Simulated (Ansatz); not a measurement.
# Polar GaN (0001) films against thickness, part 2 of 5

What happens to a polar GaN (0001) film as it grows?

Ansatz 0.2.0; plane-wave DFT, PBEsol, Ansatz PAW.

So far, dipole along the normal (e·Å): step 2 (relaxation, 2 atoms, units 1) 7.3e-5.

## 3. The relaxed film, single point, 2 atoms, units 1

The film was relaxed beforehand; a single point on the relaxed positions gives its levels and potential.

input.yaml

```yaml
crystal:
  lattice:
    - [3.1900000011, 0.0, 0.0]
    - [-1.5950000006, 2.762621039, 0.0]
    - [0.0, 0.0, 18.63837]
  atoms:
    - { symbol: "N", position: [0.6666666667, 0.3333333333, 0.4999931373] }
    - { symbol: Ga, position: [0.3333333333, 0.6666666667, 0.5000068627] }
kpoints:
  mp_grid: { grid: [12, 12, 1] }
hamiltonian:
  xc: pbesol
scf:
  occupations: { method: fermi_dirac, width: 0.03 }
  convergence: { dr2_threshold: 1.0e-09 }
efield:
  axis: 3
  dipole_correction: true
  ramp_position: 0.97
  ramp_width: 0.06
output:
  eigenvalues: true
  dos: { projected: true, e_range: [-7, 7] }
  write_potential: true
  write_density: true
  volumetric_format: npy
```

The run is started by

```sh
ansatz run input.yaml --threads 4 --pin off --max-ram 12288MiB --backend cpu --events-out ev --progress --plain --runs-dir out
```

Numbers of over 12 decimals in the logs are rounded to 6 here.

The log of the run:

```text
[...]
Crystal: 2 atoms, lattice volume = 164.256 Å³
Basis set: ecut = 420 eV, 3243 PW (Γ)
Bands: 13, of which v1, the nominal top of the filled ones, is band 9 counted from 1 (8 counted from 0)
Symmetry: 6 space group operations
[...]
k-points: 19 of 144 (time reversal used)
[...]
SCF iter   1: F=—  HF=-4121.969569 eV  |F-HF|=—  |Δ(HF+E_count)|=         —  Δρ=5.80e-3  dr2=5.60e-2  ethr=1.77e-3  p=0.000 e·Å  D=6.33e-5 V/Å  ΔV_dip=-0.00 eV  dr2_dipole=7.51e-10  V_vac-E_F(+/−)=3.93/3.93 eV  ⟨swp⟩=6.6  Hψ=1505  notcnv=0
[...]
SCF iter   9: F=-4121.956917 eV  HF=-4121.956917 eV  |F-HF|=2.27e-10  |Δ(HF+E_count)|=   3.42e-9  Δρ=1.23e-7  dr2=1.45e-11  ethr=5.56e-12  p=0.000 e·Å  D=8.13e-5 V/Å  ΔV_dip=-0.00 eV  dr2_dipole=1.76e-14  V_vac-E_F(+/−)=4.24/4.24 eV  ⟨swp⟩=1.0  Hψ=727  notcnv=0
SCF 1 converged in 9 iterations: F = -4121.956917 eV  dr2 = 1.45e-11
[...]
SCF converged after 9 iterations
Free energy (F): -4121.956917 eV
[...]
Internal energy: -4121.956917 eV  (E = F + TS)
E sigma→0 (E₀):  -4121.956917 eV
Fermi energy:    -2.209440 eV
Dipole field:    D = 0.000081 V/Å  (p = 0.000074 e·Å, saw-weighted, corrected)
Work function:   Φ+ = 4.2379 eV   Φ− = 4.2394 eV
[...]
--- Band table (eV; the first three rows and the last of 19) ---
  k-point 0: bands = [... 5 lower, -15.7826, -6.0243, -3.6306, -3.6306, -1.0779, 1.5703, 1.8370, 2.5319]
  k-point 1: bands = [... 5 lower, -15.7467, -5.9115, -4.2560, -3.7782, -0.6254, 1.6640, 1.9985, 2.6986]
  k-point 2: bands = [... 5 lower, -15.6328, -5.5849, -5.5101, -4.1586, 0.1607, 1.9030, 2.4502, 3.1650]
  k-point 18: bands = [... 5 lower, -14.2089, -8.9856, -7.7429, -3.3660, 1.7301, 4.1706, 5.5364, 6.0375]
```

Wall time 1.4 s (4 threads of Arm Neoverse V2, shared host); peak memory 0.39 GiB; 4.9 s of CPU time.

This step gave:

```
dipole along the normal : 7.36e-5 e·Å
```

Running mean over 2.595 Å of the planar mean; the ramp of the sawtooth is left out. The electron's electrostatic potential energy less the Fermi level by z:

| z (Å) | electron's electrostatic potential energy less the Fermi level (eV) |
| --- | --- |
| 3.0 | 4.24 |
| 3.5 | 4.24 |
| 4.0 | 4.24 |
| 4.5 | 4.24 |
| 5.0 | 4.24 |
| 5.5 | 4.24 |
| 6.0 | 4.22 |
| 6.5 | 4.16 |
| 7.0 | 3.90 |
| 7.5 | 2.72 |
| 8.0 | -0.281 |
| 8.5 | -3.42 |
| 9.0 | -4.66 |
| 9.5 | -4.77 |
| 10.0 | -3.95 |
| 10.5 | -1.26 |
| 11.0 | 2.07 |
| 11.5 | 3.72 |
| 12.0 | 4.12 |
| 12.5 | 4.21 |
| 13.0 | 4.23 |
| 13.5 | 4.24 |
| 14.0 | 4.24 |
| 14.5 | 4.24 |
| 15.0 | 4.24 |
| 15.5 | 4.24 |

The density of states has structure finer than the step of the table below, so its rows give means over 0.25 eV, whole bins alone (the curve runs from -7 to 1.98 eV). Peaks (eV: height): -6.820: 2.54, -3.490: 1.68, -3.070: 3.75, -2.890: 2.32, -2.440: 2.95, -1.530: 2.72.

Table of density of states by energy, zero at the Fermi level of the run, which the smearing sets inside the gap; means over each step:

| energy (eV) | density of states (states/eV a cell) |
| --- | --- |
| -6.75 | 1.32 |
| -6.50 | 0.630 |
| -6.25 | 0.527 |
| -6.00 | 0.419 |
| -5.75 | 0.365 |
| -5.50 | 0.390 |
| -5.25 | 0.566 |
| -5.00 | 0.568 |
| -4.75 | 0.585 |
| -4.50 | 0.621 |
| -4.25 | 0.686 |
| -4.00 | 0.773 |
| -3.75 | 1.12 |
| -3.50 | 1.46 |
| -3.25 | 1.27 |
| -3.00 | 2.29 |
| -2.75 | 0.195 |
| -2.50 | 1.51 |
| -2.25 | 1.32 |
| -2.00 | 1.30 |
| -1.75 | 1.53 |
| -1.50 | 1.82 |
| -1.25 | 0.794 |
| -1.00 | 0 |
| -0.75 | 0 |
| -0.50 | 0 |
| -0.25 | 0 |
| 0.00 | 0 |
| 0.25 | 0 |
| 0.50 | 0 |
| 0.75 | 0 |
| 1.00 | 1.0e-4 |
| 1.25 | 0.0486 |
| 1.50 | 0.141 |
| 1.75 | 0.161 |

Layers: GaN from below. Projected DOS per atom against energy from the Fermi level; read off at these points:

| energy from the Fermi level (eV) | projected DOS per atom (states/eV) |
| --- | --- |
| -6.95 | 0.564 |
| -6.84 | 1 |
| -6.62 | 0.397 |
| -6.29 | 0.268 |
| -6.07 | 0.234 |
| -5.74 | 0.181 |
| -5.41 | 0.224 |
| -5.08 | 0.287 |
| -4.75 | 0.291 |
| -4.53 | 0.306 |
| -4.20 | 0.348 |
| -3.87 | 0.397 |
| -3.54 | 0.769 |
| -3.21 | 0.646 |
| -3.10 | 1.15 |
| -2.99 | 1.11 |
| -2.66 | 0.0606 |
| -2.44 | 1.22 |
| -2.33 | 0.713 |
| -2.00 | 0.638 |
| -1.78 | 0.739 |
| -1.56 | 1.23 |
| -1.45 | 0.794 |
| -1.12 | 0.0103 |
| -0.79 | 0 |
| -0.46 | 0 |
| -0.24 | 0 |
| 0.09 | 0 |
| 0.42 | 0 |
| 0.75 | 0 |
| 1.08 | 1.0e-5 |
| 1.30 | 0.0304 |
| 1.63 | 0.0665 |
| 1.96 | 0.0815 |

The vacuum levels of the two faces differ by 0.00 eV, and the gap is 2.29 eV. Cations and anions have moved into nearly the same planes, so this film is no longer polar.

## 4. Relaxation, 4 atoms, units 2

System of this step: GaN (0001), 2 units. The cell holds 4 atoms: 2 N and 2 Ga. Its edges and angles: a = 3.190 Å, b = 3.190 Å, c = 21.233 Å, α = 90.0°, β = 90.0°, γ = 120.0°. It derives from GaN (wurtzite GaN). Vacuum lies along c.

The next thickness, treated alike, to follow how potential and charge build up across the film.

input.yaml, the sections that differ from step 3:

```yaml
crystal:
  lattice:
    - [3.19, 0.0, 0.0]
    - [-1.595, 2.76262104, 0.0]
    - [0.0, 0.0, 21.23337]
  atoms:
    - { symbol: "N", position: [0.66666667, 0.33333333, 0.4238611205] }
    - { symbol: Ga, position: [0.33333333, 0.66666667, 0.4539255898] }
    - { symbol: "N", position: [0.33333333, 0.66666667, 0.5460744102] }
    - { symbol: Ga, position: [0.66666667, 0.33333333, 0.5761388795] }
relax:
  f_tol: 0.01
  max_steps: 100
output:
  write_potential: true
  write_density: true
  volumetric_format: npy
# kpoints, hamiltonian, scf, efield: as in step 3
```

The log of the run:

```text
[...]
Crystal: 4 atoms, lattice volume = 187.125 Å³
Basis set: ecut = 420 eV, 3695 PW (Γ), exchange–correlation on 48×48×288 points (8 copies of the dense FFT grid, shifted against one another)
Bands: 22, of which v1, the nominal top of the filled ones, is band 18 counted from 1 (17 counted from 0)
Symmetry: 6 space group operations
[...]
k-points: 19 of 144 (time reversal used)
[...]
SCF iter   1: F=—  HF=-8242.641137 eV  |F-HF|=—  |Δ(HF+E_count)|=         —  Δρ=6.45e-3  dr2=9.05e-2  ethr=1.77e-3  p=0.204 e·Å  D=1.97e-1 V/Å  ΔV_dip=-4.19 eV  dr2_dipole=4.90e-3  V_vac-E_F(+/−)=3.03/7.22 eV  ⟨swp⟩=7.6  Hψ=2340  notcnv=0
[...]
SCF iter  13: F=-8242.623034 eV  HF=-8242.623034 eV  |F-HF|=2.38e-10  |Δ(HF+E_count)|=   2.07e-8  Δρ=1.07e-7  dr2=4.17e-11  ethr=2.78e-12  p=0.199 e·Å  D=1.92e-1 V/Å  ΔV_dip=-4.08 eV  dr2_dipole=5.19e-12  V_vac-E_F(+/−)=3.21/7.29 eV  ⟨swp⟩=8.1  Hψ=2756  notcnv=0
SCF 1 converged in 13 iterations: F = -8242.623034 eV  dr2 = 4.17e-11
[...]
relax step   1: F+E_penalty+E_count = -8242.62303434 eV  Δ(F+E_penalty+E_count) = +0.000e0 eV  max|allowed force component| = 3.419e0 eV/Å  Δτ_max = 0.0000 Å  (13 SCF iters, accepted)
[...]
SCF iter  16: F=-8243.123823 eV  HF=-8243.123823 eV  |F-HF|=7.77e-10  |Δ(HF+E_count)|=  1.67e-10  Δρ=2.18e-7  dr2=1.07e-10  ethr=2.78e-12  p=0.194 e·Å  D=1.88e-1 V/Å  ΔV_dip=-3.99 eV  dr2_dipole=1.14e-11  V_vac-E_F(+/−)=2.83/6.82 eV  ⟨swp⟩=8.0  Hψ=2813  notcnv=0
SCF 2 converged in 16 iterations: F = -8243.123823 eV  dr2 = 1.07e-10
[...]
relax step   2: F+E_penalty+E_count = -8243.12382321 eV  Δ(F+E_penalty+E_count) = -5.008e-1 eV  max|allowed force component| = 2.655e0 eV/Å  Δτ_max = 0.1232 Å  (16 SCF iters, accepted)
[...]
SCF iter  12: F=-8244.062329 eV  HF=-8244.062329 eV  |F-HF|=2.73e-11  |Δ(HF+E_count)|=  1.18e-10  Δρ=1.88e-7  dr2=6.99e-11  ethr=2.78e-12  p=0.132 e·Å  D=1.27e-1 V/Å  ΔV_dip=-2.70 eV  dr2_dipole=1.26e-11  V_vac-E_F(+/−)=2.88/5.58 eV  ⟨swp⟩=7.9  Hψ=2590  notcnv=0
SCF 3 converged in 12 iterations: F = -8244.062329 eV  dr2 = 6.99e-11
relax step   3: F+E_penalty+E_count = -8244.06232854 eV  Δ(F+E_penalty+E_count) = -9.385e-1 eV  max|allowed force component| = 1.195e0 eV/Å  Δτ_max = 0.1961 Å  (12 SCF iters, accepted)
[...]
relax step   4: F+E_penalty+E_count = -8244.27450275 eV  Δ(F+E_penalty+E_count) = -2.122e-1 eV  max|allowed force component| = 3.479e-1 eV/Å  Δτ_max = 0.1951 Å  (11 SCF iters, accepted)
[...]
relax step   5: F+E_penalty+E_count = -8244.28858922 eV  Δ(F+E_penalty+E_count) = -1.409e-2 eV  max|allowed force component| = 1.271e-1 eV/Å  Δτ_max = 0.0390 Å  (10 SCF iters, accepted)
[...]
relax step   6: F+E_penalty+E_count = -8244.29121037 eV  Δ(F+E_penalty+E_count) = -2.621e-3 eV  max|allowed force component| = 7.374e-2 eV/Å  Δτ_max = 0.0189 Å  (9 SCF iters, accepted)
SCF iter   1: F=—  HF=-8244.292530 eV  |F-HF|=—  |Δ(HF+E_count)|=         —  Δρ=1.25e-3  dr2=7.56e-4  ethr=5.25e-5  p=-0.000 e·Å  D=-3.85e-5 V/Å  ΔV_dip=0.00 eV  dr2_dipole=3.06e-8  V_vac-E_F(+/−)=4.18/4.18 eV  ⟨swp⟩=3.7  Hψ=1255  notcnv=0  defer=1
[...]
SCF iter   8: F=-8244.292333 eV  HF=-8244.292333 eV  |F-HF|=3.44e-10  |Δ(HF+E_count)|=   1.20e-9  Δρ=5.75e-7  dr2=3.67e-10  ethr=2.78e-12  p=0.000 e·Å  D=1.02e-5 V/Å  ΔV_dip=-0.00 eV  dr2_dipole=2.44e-12  V_vac-E_F(+/−)=4.22/4.22 eV  ⟨swp⟩=8.6  Hψ=2863  notcnv=0
SCF 7 converged in 8 iterations: F = -8244.292333 eV  dr2 = 3.67e-10
relax step   7: F+E_penalty+E_count = -8244.29233326 eV  Δ(F+E_penalty+E_count) = -1.123e-3 eV  max|allowed force component| = 5.229e-3 eV/Å  Δτ_max = 0.0168 Å  (8 SCF iters, accepted)
NSCF: frozen V_eff on 19 k-points
the search or the solves at the SCF's close may have found levels that the self-consistency loop had missed (the run counts none). By its estimate they hold under 1e-12 electrons; where the run keeps them, the occupations were computed again with them
[...]
SCF converged after 8 iterations
Free energy (F): -8244.292333 eV
[...]
Internal energy: -8244.292333 eV  (E = F + TS)
E sigma→0 (E₀):  -8244.292333 eV
Fermi energy:    -0.607546 eV
Dipole field:    D = 0.000012 V/Å  (p = 0.000013 e·Å, saw-weighted, corrected)
Work function:   Φ+ = 4.2168 eV   Φ− = 4.2170 eV
[...]
--- Forces (eV/Å), atoms counted from 1 ---
  atom   1  N      0.00000000     0.00000000     0.00522872
  atom   2  Ga    -0.00000000    -0.00000000    -0.00237089
  atom   3  N      0.00000000    -0.00000000    -0.00506477
  atom   4  Ga     0.00000000     0.00000000     0.00220390
  max |Σ_I F_I| component: 3.04e-6 eV/Å
--- Band table (eV; the first three rows and the last of 19) ---
  k-point 0: bands = [... 14 lower, -2.5755, -2.5755, -2.0805, -2.0805, 0.5830, 2.1227, 3.2351, 3.3843]
  k-point 1: bands = [... 14 lower, -2.7452, -2.6790, -2.5298, -2.2092, 1.0533, 2.3983, 3.4324, 3.5326]
  k-point 2: bands = [... 14 lower, -3.8089, -3.1723, -2.5506, -2.3745, 1.8908, 2.8128, 3.9201, 4.0116]
  k-point 18: bands = [... 14 lower, -7.1104, -5.8714, -2.5165, -2.5163, 4.2935, 4.2937, 5.8023, 6.3413]
--- Relaxed structure (7 steps of the walk, 7 accepted, 0 SCFs on fresh bases) ---
  F+E_penalty+E_count = -8244.29233326 eV   max|allowed force component| = 5.229e-3 eV/Å
  atoms:
    - { symbol: N, position: [0.666667, 0.333333, 0.440869] }
    - { symbol: Ga, position: [0.333333, 0.666667, 0.444456] }
    - { symbol: N, position: [0.333333, 0.666667, 0.559131] }
    - { symbol: Ga, position: [0.666667, 0.333333, 0.555545] }
```

Wall time 12 s (4 threads); peak memory 0.45 GiB; 46 s of CPU time.

Relaxation path:

| step | energy less that of the first step (eV) | largest force component (eV/Å) |
| --- | --- | --- |
| 1 | 0.0000 | 3.4192 |
| 2 | -0.5008 | 2.6546 |
| 3 | -1.4393 | 1.1949 |
| 4 | -1.6515 | 0.3479 |
| 5 | -1.6656 | 0.1271 |
| 6 | -1.6682 | 0.0737 |
| 7 | -1.6693 | 0.0052 |

The run keeps the 6 symmetry operations that it works with, so distortions that break them were not tested.

The atoms that moved most (Å):

| atom | dx | dy | dz | length |
| --- | --- | --- | --- | --- |
| Ga4 | 0.000 | 0.000 | -0.437 | 0.437 |
| N1 | 0.000 | 0.000 | 0.361 | 0.361 |
| N3 | 0.000 | 0.000 | 0.277 | 0.277 |
| Ga2 | 0.000 | 0.000 | -0.201 | 0.201 |

The relaxed structure:

```cif
data_structure
_symmetry_space_group_name_H-M 'P 1'
_symmetry_Int_Tables_number 1
_cell_length_a 3.1900
_cell_length_b 3.1900
_cell_length_c 21.2334
_cell_angle_alpha 90.000
_cell_angle_beta 90.000
_cell_angle_gamma 120.000
_cell_volume 187.12
loop_
_atom_site_label
_atom_site_type_symbol
_atom_site_fract_x
_atom_site_fract_y
_atom_site_fract_z
_atom_site_occupancy
N1 N 0.66667 0.33333 0.44087 1
Ga2 Ga 0.33333 0.66667 0.44446 1
N3 N 0.33333 0.66667 0.55913 1
Ga4 Ga 0.66667 0.33333 0.55554 1
```

Numbers from this step:

- gap on the k-mesh: 2.466 eV
- dipole along the normal: 1.28e-5 e·Å
- ionisation energy, upper face: 5.492 eV
- electron affinity, upper face: 3.026 eV

The relaxation took 7 steps and lowered the energy by 1.7 eV; the largest force on the free atoms ends at 0.0052 eV/Å.

The gap is 2.47 eV, with the valence edge 5.49 eV and the conduction edge 3.03 eV under the upper vacuum level.

## 5. The relaxed film, single point, 4 atoms, units 2

The next thickness, treated alike, to follow how potential and charge build up across the film.

input.yaml, the sections that differ from step 4:

```yaml
crystal:
  lattice:
    - [3.1900000011, 0.0, 0.0]
    - [-1.5950000006, 2.762621039, 0.0]
    - [0.0, 0.0, 21.23337]
  atoms:
    - { symbol: "N", position: [0.6666666667, 0.3333333333, 0.4408686952] }
    - { symbol: Ga, position: [0.3333333333, 0.6666666667, 0.4444557967] }
    - { symbol: "N", position: [0.3333333333, 0.6666666667, 0.5591306358] }
    - { symbol: Ga, position: [0.6666666667, 0.3333333333, 0.5555448723] }
output:
  eigenvalues: true
  dos: { projected: true, e_range: [-7, 7] }
  write_potential: true
  write_density: true
  volumetric_format: npy
  elf: true
# kpoints, hamiltonian, scf, efield: as in step 4
# relax: removed
```

The log of the run:

```text
[...]
Crystal: 4 atoms, lattice volume = 187.125 Å³
Basis set: ecut = 420 eV, 3695 PW (Γ)
Bands: 22, of which v1, the nominal top of the filled ones, is band 18 counted from 1 (17 counted from 0)
Symmetry: 6 space group operations
k-points: 19 of 144 (time reversal used)
[...]
SCF iter   1: F=—  HF=-8244.311921 eV  |F-HF|=—  |Δ(HF+E_count)|=         —  Δρ=5.60e-3  dr2=8.09e-2  ethr=1.77e-3  p=0.000 e·Å  D=1.07e-5 V/Å  ΔV_dip=-0.00 eV  dr2_dipole=2.30e-10  V_vac-E_F(+/−)=3.67/3.67 eV  ⟨swp⟩=7.3  Hψ=2276  notcnv=0
[...]
SCF iter  10: F=-8244.292350 eV  HF=-8244.292350 eV  |F-HF|=1.46e-10  |Δ(HF+E_count)|=   2.55e-9  Δρ=1.59e-7  dr2=4.14e-11  ethr=2.78e-12  p=0.000 e·Å  D=1.12e-5 V/Å  ΔV_dip=-0.00 eV  dr2_dipole=6.87e-13  V_vac-E_F(+/−)=4.22/4.22 eV  ⟨swp⟩=4.9  Hψ=1297  notcnv=0
SCF 1 converged in 10 iterations: F = -8244.292350 eV  dr2 = 4.14e-11
[...]
SCF converged after 10 iterations
Free energy (F): -8244.292350 eV
[...]
Internal energy: -8244.292350 eV  (E = F + TS)
E sigma→0 (E₀):  -8244.292350 eV
Fermi energy:    -0.607535 eV
Dipole field:    D = 0.000010 V/Å  (p = 0.000010 e·Å, saw-weighted, corrected)
Work function:   Φ+ = 4.2168 eV   Φ− = 4.2170 eV
[...]
--- Band table (eV; the first three rows and the last of 19) ---
  k-point 0: bands = [... 14 lower, -2.5755, -2.5755, -2.0806, -2.0806, 0.5830, 2.1228, 3.2356, 3.3759]
  k-point 1: bands = [... 14 lower, -2.7452, -2.6790, -2.5298, -2.2092, 1.0533, 2.3985, 3.4327, 3.5238]
  k-point 2: bands = [... 14 lower, -3.8089, -3.1723, -2.5506, -2.3745, 1.8909, 2.8131, 3.9154, 4.0071]
  k-point 18: bands = [... 14 lower, -7.1104, -5.8714, -2.5165, -2.5163, 4.2935, 4.2937, 5.8023, 6.3412]
```

Run time: 2.4 s. Hardware: 4 threads; peak memory 0.44 GiB; 8.7 s of CPU time.

This step gave:

```
dipole along the normal : 1.04e-5 e·Å
```

The density of states has structure finer than the step of the table below, so its rows give means over 0.25 eV, whole bins alone (the curve runs from -7 to 1.98 eV). Peaks (eV: height): -5.320: 2.24, -4.050: 4.14, -3.700: 3.05, -3.560: 3.24, -2.890: 5.49, -1.910: 3.84, -1.350: 7.85.

Table of density of states by energy, zero at the Fermi level of the run, which the smearing sets inside the gap; means over each step:

energy (eV), density of states (states/eV a cell) and a bar:
```
    -6.75       1.21 #########
    -6.50       0.98 #######
    -6.25       1.01 #######
    -6.00       1.04 ########
    -5.75       1.17 #########
    -5.50       1.63 ############
    -5.25       1.85 ##############
    -5.00       1.15 ########
    -4.75       1.06 ########
    -4.50       1.24 #########
    -4.25       1.76 #############
    -4.00       3.13 #######################
    -3.75       1.71 #############
    -3.50       2.57 ###################
    -3.25       2.32 #################
    -3.00       3.22 #######################
    -2.75       2.23 ################
    -2.50       1.56 ###########
    -2.25       1.18 #########
    -2.00       1.29 #########
    -1.75       1.41 ##########
    -1.50       4.11 ##############################
    -1.25       2.41 ##################
    -1.00       0.00 
    -0.75       0.00 
    -0.50       0.00 
    -0.25       0.00 
     0.00       0.00 
     0.25       0.00 
     0.50       0.00 
     0.75       0.00 
     1.00       0.00 
     1.25       0.03 
     1.50       0.12 #
     1.75       0.15 #
```

Projected DOS per atom over height of the atomic layer and energy from the Fermi level. Layers: GaN GaN from below.

Ten even steps from '_' (0.00 states/eV) to '@' (1.05 states/eV), each cell a mean:
```
____
____
____
____
____
____
____
____
@@@@
::::
----
++++
****
++++
++++
----
::::
----
----
::::
::::
----
```
Columns: height of the atomic layer (Å) from 9.40 to 11.8; rows upwards: energy from the Fermi level (eV) from -6.95 to 1.96.

Electrostatic potential energy in the ca plane at fractional y = 0.333, with atoms of N and Ga within 0.2 Å of it. With pseudopotentials it is smooth inside the atoms' cores, unlike the true potential.

Values in eV, 5 rows by 16 columns, each cell a mean:
```
  4   4   4   4   4   4   4  -4 -10  -4 -19  -6   3   4   4   4
  4   4   4   4   4   4   4 -12 -19  -8 -23 -13   2   3   4   4
  4   4   4   4   4   4   4  -4 -10  -4 -19  -7   3   4   4   4
  4   4   4   4   4   4   3  -2  -7   0  -3   1   4   4   4   4
  4   4   4   4   4   4   3  -2  -6   0  -2   2   4   4   4   4
```
Columns run along c (16.0 Å, from fractional 0.07 to 0.82 of the cell; values clipped at the 3rd and 97th percentile), rows up along a (3.2 Å). Atoms in or near the plane, at fractional coordinates: N at (0.44, 0.67), Ga at (0.56, 0.67).

ELF in the ca plane at fractional y = 0.333, with atoms of N and Ga within 0.2 Å of it. It is the smooth field of the valence electrons, not physical close to the nuclei.

Values, 5 rows by 16 columns, each cell a mean:
```
0.00 0.00 0.00 0.00 0.00 0.02 0.25 0.69 0.69 0.23 0.18 0.21 0.06 0.00 0.00 0.00
0.00 0.00 0.00 0.00 0.00 0.04 0.37 0.71 0.55 0.30 0.06 0.18 0.06 0.00 0.00 0.00
0.00 0.00 0.00 0.00 0.00 0.02 0.25 0.69 0.68 0.23 0.18 0.22 0.06 0.00 0.00 0.00
0.00 0.00 0.00 0.00 0.00 0.01 0.08 0.27 0.27 0.19 0.50 0.39 0.08 0.01 0.00 0.00
0.00 0.00 0.00 0.00 0.00 0.01 0.08 0.25 0.25 0.18 0.50 0.39 0.08 0.01 0.00 0.00
```
Columns run along c (16.0 Å, from fractional 0.07 to 0.82 of the cell), rows up along a (3.2 Å). Atoms in or near the plane, at fractional coordinates: N at (0.44, 0.67), Ga at (0.56, 0.67).

Valence density in the ca plane at fractional y = 0.333, with atoms of N and Ga within 0.2 Å of it. It is the smooth field of the valence electrons, not physical close to the nuclei.

Ten steps, logarithmic in the rise over the least value, from '0' (0 e/Å³) to '9' (31 e/Å³), each cell a mean:
```
00000000000000000000123211112221000000000000
00000000000000000001245421137741000000000000
00000000000000000001355431149962000000000000
00000000000000000001244321136641000000000000
00000000000000000000122210012211000000000000
00000000000000000000011110011210000000000000
00000000000000000000011100011210000000000000
00000000000000000000111110011110000000000000
```
Columns run along c (16.0 Å, from fractional 0.07 to 0.82 of the cell), rows up along a (3.2 Å). Atoms in or near the plane, at fractional coordinates: N at (0.44, 0.67), Ga at (0.56, 0.67).

The vacuum levels of the two faces differ by 0.00 eV, and the gap is 2.47 eV. Cations and anions have moved into nearly the same planes, so this film is no longer polar.

[end of part 2 of 5]

[Logs are printed without paths, hosts, clocks, repeated set-up lines and the standing remarks that a program may print on its own settings, such as how far it seeks lower states.]

[Hosts, paths, dates, database ids (printed as entryN), source tags and the programs' standing remarks are cut or masked in the printed files.]

[Maps of the electrostatic potential energy from Ansatz leave out the sawtooth potential of an applied field or a dipole correction, so their vacuum need not be flat; planar profiles and work functions include it.]

[The density of states shown here was stored with 400 of the rows of the run's finer table, so its peaks can read low, often by over a quarter, or be missed, and its means over a window can be off by a tenth or more.]
